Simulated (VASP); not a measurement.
# InGaAs2: equation of state with PBEsol

InGaAs2:

```
CELL_PARAMETERS angstrom
4.22500 0.00000 0.00000
0.00000 4.22500 0.00000
0.00000 0.00000 5.96215
ATOMIC_POSITIONS crystal
In 0.00000 0.00000 0.50000
As 0.00000 0.50000 0.23153
As 0.50000 0.00000 0.76848
Ga 0.50000 0.50000 0.00000
```

The cell comes from a database or a generator and needn't be the stable form of this composition.

* Program: VASP 6.6.1
* Task: equation of state
* Functional: PBEsol
* Potentials or basis: VASP PAW PBE potentials, release 64 (In_d, As, Ga_d)
* Cutoff: 520 eV
* k mesh: 6 × 6 × 5
* Occupations: fermi-dirac, width 0.05 eV
* Spin: no spin polarisation
* Ladder: free
* Further INCAR settings: ALGO = Normal; EDIFF = 1e-07; NBANDS = 26

| Item | Value |
| --- | --- |
| Equilibrium volume | 25.43 Å³/atom |
| Bulk modulus at fixed shape and positions | 61 GPa |
| Pressure derivative of the bulk modulus | 4.7 |

Energy against volume, from the lowest point:
```tsv
volume (Å³/atom)	energy (meV/atom)
25.011	1.27
25.543	0.00
26.075	2.89
26.607	9.48
27.139	19.35
27.671	32.12
28.203	47.47
```

All runs of the series together: 3.5 min on 1 thread of Intel(R) Xeon(R) 6975P-C (Granite Rapids), with other jobs on the host.

Caveat: the cell was scaled at fixed shape and fractional positions, which overstates the stiffness of a crystal with free parameters, most of all of layers and chains; the PAW data sets were made with another functional, which shifts forces and pressure a little.
